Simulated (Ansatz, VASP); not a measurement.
# Li2Se: VASP beside Ansatz

```xyz
3
Lattice="0.0000 3.0025 3.0025 3.0025 0.0000 3.0025 3.0025 3.0025 0.0000" Properties=species:S:1:pos:R:3 pbc="T T T"
Se    0.0000    0.0000    0.0000
Li    4.5038    4.5038    4.5038
Li    1.5012    1.5012    1.5012
```

Alike in both runs: task single point; functional LDA; k mesh 8 × 8 × 8; occupations gaussian, width 0.05 eV; no spin polarisation.

```csv
,VASP,Ansatz
version,VASP 6.6.1,Ansatz 0.2.0
potentials or method,"VASP PAW LDA potentials, release 54 (Se, Li_sv)",Ansatz PAW
plane-wave cutoff (eV),520,420
valence electrons in the cell,12,22
```

```csv
,VASP,Ansatz,Ansatz less VASP
gap on the k mesh at the Fermi level (eV),2.81,2.81,+0.006
least direct gap on the mesh (eV),3.21,3.19,-0.023
```

The two sets of potentials don't hold the same shells in valence.

 A k mesh can miss the band edges. Expect the measured gap to be larger: semilocal functionals such as LDA lack the derivative discontinuity.
